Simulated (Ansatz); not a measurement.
Born–Oppenheimer molecular dynamics of a periodic cell of 16 atoms, WC (start crystal WC, start structure P-6m2, volume 1.1 times the crystal's). It goes on from the last frame of an earlier run, with new velocities.

Method: DFT PBE-D3(BJ), scalar-relativistic, plane waves, PAW (Ansatz 0.2.0). Settings: PAW set soft_1, cutoff 420 eV, k mesh 2x2x2, fermi-dirac smearing 0.24 eV, no spin polarisation.

- ensemble: NVT, Langevin thermostat
- time step: 1.5 fs
- steps asked: 260
- set temperature: 1680 K
- friction: 0.01 /fs
- seed: 97427

Frames 3 fs apart, positions in Å, forces in eV/Å.

Velocities at 135 fs (Å/ps):

```
W 3.36 -1.18 0.32
C 10.61 6.34 -2.49
W -0.69 0.73 -1.70
C -15.19 3.23 -5.21
W -3.60 2.09 -6.89
C 18.07 21.30 -3.85
W 2.91 1.69 2.50
C 9.12 -17.66 -8.38
W 3.94 -2.86 2.15
C 3.59 -17.10 -1.20
W -6.34 -4.60 1.72
C 1.36 -4.07 -21.25
W -2.36 0.42 6.10
C -12.34 5.70 -2.48
W -2.41 -2.10 -3.31
C 6.64 -6.51 19.44
```

```xyz
16
Lattice="-2.9892 -5.1774 0.0000 4.4838 -2.5887 0.0000 0.0000 0.0000 5.8493" Properties=species:S:1:pos:R:3:forces:R:3 time_fs=135 energy_less_start_eV=-1.778 T=2118
W 0.028 -4.981 0.092 -1.00 -3.13 -1.20
C 1.615 -4.475 1.617 -0.99 1.91 -0.20
W 0.118 -5.279 2.920 -2.93 3.61 2.00
C 1.551 -4.380 4.474 0.27 0.81 -0.23
W -1.507 -2.649 0.192 0.14 1.07 -2.71
C -0.089 -1.646 1.431 0.67 -0.86 1.69
W -1.505 -2.679 3.059 1.30 0.47 0.35
C 0.107 -1.572 4.517 -1.16 -1.75 -0.50
W 1.406 -2.660 0.131 1.56 3.05 -1.24
C 2.892 -1.460 1.354 0.39 -3.83 1.31
W 1.639 -2.648 3.001 -2.72 1.48 0.73
C 2.969 -1.411 4.486 0.26 -4.08 0.31
W -0.072 0.054 0.136 0.74 -0.15 -1.70
C -1.508 -4.356 1.565 -0.53 0.46 0.15
W -0.180 -0.006 2.970 3.85 -0.74 1.36
C -1.558 -4.427 4.480 0.15 1.67 -0.12
16
Lattice="-2.9892 -5.1774 0.0000 4.4838 -2.5887 0.0000 0.0000 0.0000 5.8493" Properties=species:S:1:pos:R:3:forces:R:3 time_fs=138 energy_less_start_eV=-2.015 T=2262
W 0.039 -4.984 0.092 -1.43 -3.54 -0.94
C 1.647 -4.457 1.603 -1.57 1.67 0.06
W 0.115 -5.278 2.914 -2.74 3.49 1.60
C 1.512 -4.367 4.465 0.76 0.49 -0.29
W -1.519 -2.642 0.171 0.82 0.93 -2.22
C -0.036 -1.595 1.420 0.04 -1.91 1.74
W -1.498 -2.675 3.066 1.05 0.26 0.18
C 0.134 -1.631 4.490 -1.51 -1.09 -0.34
W 1.418 -2.667 0.137 1.27 2.99 -1.44
C 2.896 -1.528 1.357 0.41 -2.54 1.41
W 1.621 -2.661 3.006 -2.52 1.78 0.56
C 2.980 -1.442 4.424 0.17 -3.77 0.94
W -0.080 0.055 0.155 1.12 -0.27 -2.72
C -1.548 -4.338 1.556 0.14 0.34 0.30
W -0.188 -0.013 2.960 4.09 -0.63 1.82
C -1.544 -4.435 4.538 -0.10 1.81 -0.67
16
Lattice="-2.9892 -5.1774 0.0000 4.4838 -2.5887 0.0000 0.0000 0.0000 5.8493" Properties=species:S:1:pos:R:3:forces:R:3 time_fs=141 energy_less_start_eV=-2.133 T=2340
W 0.049 -4.986 0.093 -1.76 -3.82 -0.66
C 1.667 -4.431 1.581 -1.95 1.32 0.43
W 0.111 -5.278 2.907 -2.51 3.07 1.55
C 1.484 -4.350 4.459 1.02 0.11 -0.31
W -1.531 -2.635 0.150 1.39 0.75 -1.73
C 0.013 -1.552 1.421 -0.39 -2.89 1.70
W -1.491 -2.669 3.072 0.71 0.05 -0.03
C 0.152 -1.698 4.464 -1.83 -0.42 -0.18
W 1.428 -2.673 0.141 1.04 2.83 -1.57
C 2.908 -1.609 1.371 0.22 -1.13 1.49
W 1.602 -2.677 3.011 -2.25 2.04 0.29
C 2.998 -1.504 4.379 -0.09 -2.93 1.22
W -0.089 0.053 0.173 1.50 -0.29 -3.72
C -1.589 -4.324 1.546 0.77 0.30 0.52
W -0.196 -0.021 2.951 4.38 -0.54 2.20
C -1.535 -4.416 4.599 -0.24 1.58 -1.19
16
Lattice="-2.9892 -5.1774 0.0000 4.4838 -2.5887 0.0000 0.0000 0.0000 5.8493" Properties=species:S:1:pos:R:3:forces:R:3 time_fs=144 energy_less_start_eV=-2.148 T=2235
W 0.058 -4.990 0.091 -2.03 -3.86 -0.38
C 1.659 -4.391 1.559 -1.87 0.70 0.70
W 0.106 -5.277 2.902 -2.33 2.53 1.64
C 1.464 -4.333 4.447 1.09 -0.31 -0.20
W -1.542 -2.626 0.129 1.76 0.63 -1.11
C 0.063 -1.534 1.436 -0.73 -3.41 1.49
W -1.483 -2.661 3.077 0.31 -0.12 -0.33
C 0.159 -1.755 4.449 -2.09 0.11 -0.04
W 1.438 -2.679 0.145 0.85 2.75 -1.70
C 2.934 -1.694 1.392 -0.29 0.20 1.58
W 1.580 -2.695 3.019 -1.90 2.32 -0.06
C 3.014 -1.582 4.346 -0.43 -1.86 1.38
W -0.097 0.051 0.188 2.01 -0.49 -4.47
C -1.617 -4.304 1.544 1.22 0.24 0.66
W -0.203 -0.027 2.943 4.72 -0.52 2.47
C -1.529 -4.378 4.649 -0.30 1.08 -1.63
16
Lattice="-2.9892 -5.1774 0.0000 4.4838 -2.5887 0.0000 0.0000 0.0000 5.8493" Properties=species:S:1:pos:R:3:forces:R:3 time_fs=147 energy_less_start_eV=-2.026 T=2009
W 0.066 -4.994 0.087 -2.27 -3.70 -0.14
C 1.623 -4.346 1.545 -1.37 -0.12 0.74
W 0.102 -5.277 2.898 -2.22 2.11 1.73
C 1.442 -4.308 4.437 1.14 -0.86 0.00
W -1.551 -2.619 0.111 1.85 0.69 -0.36
C 0.102 -1.537 1.462 -0.98 -3.45 1.04
W -1.476 -2.654 3.083 -0.05 -0.23 -0.66
C 0.151 -1.812 4.434 -2.22 0.60 0.22
W 1.447 -2.688 0.149 0.72 2.85 -1.75
C 2.976 -1.778 1.424 -1.24 1.39 1.55
W 1.558 -2.714 3.027 -1.54 2.63 -0.46
C 3.028 -1.657 4.317 -0.79 -0.89 1.67
W -0.104 0.051 0.200 2.74 -0.92 -4.95
C -1.623 -4.284 1.553 1.35 0.10 0.58
W -0.205 -0.033 2.935 5.18 -0.62 2.70
C -1.526 -4.333 4.680 -0.30 0.43 -1.90
16
Lattice="-2.9892 -5.1774 0.0000 4.4838 -2.5887 0.0000 0.0000 0.0000 5.8493" Properties=species:S:1:pos:R:3:forces:R:3 time_fs=150 energy_less_start_eV=-1.838 T=1859
W 0.071 -5.002 0.083 -2.50 -3.33 -0.03
C 1.579 -4.310 1.539 -0.84 -0.83 0.63
W 0.095 -5.278 2.893 -2.15 1.76 1.90
C 1.431 -4.290 4.424 1.00 -1.41 0.35
W -1.560 -2.612 0.094 1.89 0.76 0.40
C 0.134 -1.559 1.493 -1.24 -3.07 0.56
W -1.468 -2.646 3.087 -0.39 -0.36 -0.95
C 0.130 -1.857 4.423 -2.15 0.94 0.54
W 1.456 -2.696 0.152 0.56 2.98 -1.80
C 3.003 -1.844 1.464 -2.02 2.16 1.20
W 1.535 -2.731 3.037 -1.16 2.95 -0.90
C 3.029 -1.736 4.301 -1.05 0.06 1.95
W -0.112 0.049 0.210 3.28 -1.26 -5.12
C -1.619 -4.260 1.566 1.32 -0.14 0.38
W -0.205 -0.035 2.930 5.65 -0.86 2.93
C -1.532 -4.287 4.694 -0.21 -0.33 -2.03
16
Lattice="-2.9892 -5.1774 0.0000 4.4838 -2.5887 0.0000 0.0000 0.0000 5.8493" Properties=species:S:1:pos:R:3:forces:R:3 time_fs=153 energy_less_start_eV=-1.631 T=1677
W 0.074 -5.010 0.080 -2.73 -2.93 0.00
C 1.523 -4.287 1.542 -0.20 -1.34 0.37
W 0.087 -5.281 2.889 -2.13 1.45 2.07
C 1.427 -4.289 4.416 0.79 -1.70 0.68
W -1.567 -2.607 0.078 1.84 0.80 1.14
C 0.181 -1.595 1.523 -1.71 -2.34 0.14
W -1.460 -2.638 3.091 -0.81 -0.57 -1.23
C 0.089 -1.891 4.403 -1.71 1.21 1.02
W 1.468 -2.700 0.152 0.30 2.96 -1.85
C 3.006 -1.908 1.516 -2.29 2.59 0.49
W 1.511 -2.747 3.047 -0.77 3.17 -1.23
C 3.019 -1.804 4.297 -1.13 0.76 2.19
W -0.118 0.046 0.217 3.51 -1.45 -4.85
C -1.605 -4.241 1.585 1.13 -0.38 0.07
W -0.203 -0.038 2.928 6.01 -1.11 3.13
C -1.547 -4.245 4.703 -0.10 -1.11 -2.13
16
Lattice="-2.9892 -5.1774 0.0000 4.4838 -2.5887 0.0000 0.0000 0.0000 5.8493" Properties=species:S:1:pos:R:3:forces:R:3 time_fs=156 energy_less_start_eV=-1.447 T=1510
W 0.076 -5.020 0.075 -3.02 -2.59 -0.01
C 1.466 -4.275 1.548 0.41 -1.62 0.11
W 0.076 -5.283 2.888 -2.11 1.14 2.19
C 1.426 -4.302 4.418 0.58 -1.65 0.76
W -1.571 -2.603 0.063 1.71 0.75 1.76
C 0.208 -1.634 1.548 -2.08 -1.64 -0.16
W -1.453 -2.632 3.093 -1.37 -0.80 -1.56
C 0.033 -1.913 4.388 -0.88 1.39 1.45
W 1.478 -2.705 0.153 0.04 2.88 -1.91
C 2.998 -1.963 1.565 -2.39 2.84 -0.23
W 1.488 -2.758 3.054 -0.41 3.16 -1.23
C 3.008 -1.861 4.306 -1.15 1.23 2.25
W -0.124 0.043 0.224 3.51 -1.50 -4.59
C -1.588 -4.222 1.602 0.90 -0.67 -0.21
W -0.200 -0.045 2.927 6.18 -1.22 3.42
C -1.569 -4.217 4.695 0.08 -1.71 -2.06
16
Lattice="-2.9892 -5.1774 0.0000 4.4838 -2.5887 0.0000 0.0000 0.0000 5.8493" Properties=species:S:1:pos:R:3:forces:R:3 time_fs=159 energy_less_start_eV=-1.398 T=1384
W 0.080 -5.031 0.074 -3.40 -2.46 -0.10
C 1.409 -4.271 1.548 1.04 -1.65 0.08
W 0.063 -5.281 2.888 -2.07 0.79 2.34
C 1.426 -4.329 4.434 0.42 -1.24 0.53
W -1.572 -2.600 0.049 1.55 0.54 2.29
C 0.225 -1.679 1.571 -2.43 -0.91 -0.35
W -1.448 -2.625 3.093 -1.89 -1.05 -1.86
C -0.027 -1.925 4.395 0.13 1.53 1.62
W 1.486 -2.709 0.154 -0.17 2.81 -1.92
C 2.982 -1.996 1.604 -2.14 2.83 -0.73
W 1.465 -2.766 3.062 -0.02 2.96 -0.99
C 3.000 -1.903 4.328 -1.10 1.47 2.06
W -0.126 0.041 0.228 3.34 -1.53 -4.22
C -1.561 -4.216 1.619 0.57 -0.84 -0.47
W -0.193 -0.056 2.928 5.94 -1.07 3.61
C -1.592 -4.198 4.678 0.23 -2.16 -1.90
16
Lattice="-2.9892 -5.1774 0.0000 4.4838 -2.5887 0.0000 0.0000 0.0000 5.8493" Properties=species:S:1:pos:R:3:forces:R:3 time_fs=162 energy_less_start_eV=-1.514 T=1418
W 0.082 -5.042 0.073 -3.78 -2.51 -0.22
C 1.351 -4.275 1.556 1.73 -1.49 0.01
W 0.050 -5.277 2.892 -2.08 0.40 2.54
C 1.421 -4.353 4.453 0.36 -0.77 0.25
W -1.572 -2.596 0.038 1.35 0.09 2.68
C 0.223 -1.731 1.591 -2.72 -0.19 -0.47
W -1.441 -2.618 3.092 -2.42 -1.34 -2.08
C -0.094 -1.910 4.423 1.28 1.56 1.51
W 1.495 -2.714 0.153 -0.47 2.68 -1.80
C 2.950 -2.018 1.634 -1.41 2.66 -0.97
W 1.444 -2.773 3.067 0.32 2.79 -0.56
C 2.990 -1.917 4.362 -0.95 1.45 1.65
W -0.127 0.040 0.228 3.01 -1.58 -3.74
C -1.526 -4.228 1.644 0.13 -0.83 -0.78
W -0.184 -0.068 2.933 5.30 -0.74 3.62
C -1.613 -4.199 4.655 0.35 -2.17 -1.61
16
Lattice="-2.9892 -5.1774 0.0000 4.4838 -2.5887 0.0000 0.0000 0.0000 5.8493" Properties=species:S:1:pos:R:3:forces:R:3 time_fs=165 energy_less_start_eV=-1.634 T=1525
W 0.082 -5.053 0.074 -4.12 -2.64 -0.35
C 1.299 -4.290 1.571 2.43 -1.10 -0.14
W 0.036 -5.275 2.896 -2.07 -0.01 2.85
C 1.411 -4.376 4.472 0.41 -0.29 0.00
W -1.571 -2.590 0.029 1.10 -0.52 3.00
C 0.209 -1.775 1.614 -2.84 0.31 -0.62
W -1.435 -2.612 3.091 -2.87 -1.65 -2.25
C -0.157 -1.884 4.454 2.26 1.59 1.28
W 1.504 -2.717 0.149 -0.94 2.45 -1.49
C 2.909 -2.030 1.661 -0.40 2.41 -1.03
W 1.427 -2.777 3.074 0.56 2.56 -0.20
C 2.968 -1.920 4.418 -0.57 1.33 1.00
W -0.125 0.037 0.227 2.60 -1.62 -3.24
C -1.488 -4.261 1.670 -0.41 -0.57 -1.06
W -0.173 -0.082 2.942 4.42 -0.28 3.55
C -1.631 -4.210 4.634 0.45 -1.97 -1.31
16
Lattice="-2.9892 -5.1774 0.0000 4.4838 -2.5887 0.0000 0.0000 0.0000 5.8493" Properties=species:S:1:pos:R:3:forces:R:3 time_fs=168 energy_less_start_eV=-1.771 T=1554
W 0.077 -5.066 0.074 -4.33 -2.79 -0.37
C 1.266 -4.309 1.582 2.92 -0.72 -0.19
W 0.020 -5.274 2.900 -1.90 -0.46 3.17
C 1.402 -4.405 4.488 0.50 0.25 -0.27
W -1.571 -2.581 0.023 0.92 -1.18 3.23
C 0.182 -1.810 1.625 -2.73 0.63 -0.63
W -1.430 -2.606 3.090 -3.11 -1.90 -2.24
C -0.201 -1.848 4.487 2.83 1.51 0.88
W 1.514 -2.720 0.144 -1.50 2.23 -1.03
C 2.868 -2.026 1.682 0.60 2.10 -0.96
W 1.412 -2.780 3.083 0.74 2.32 -0.11
C 2.935 -1.921 4.478 -0.06 1.27 0.33
W -0.122 0.033 0.224 2.20 -1.62 -2.79
C -1.449 -4.298 1.696 -1.06 -0.20 -1.35
W -0.158 -0.095 2.953 3.46 0.17 3.33
C -1.644 -4.231 4.616 0.52 -1.61 -1.02
```

Of the whole run (390 fs, mean temperature of the second half 1637 K): A run of 0.39 ps of so small a system gives no equilibrium averages. Limits of this set-up: coarse k mesh.

The run took 19 min on 1 thread of Arm Neoverse V2, with other jobs on the host, peak memory 0.61 GiB.
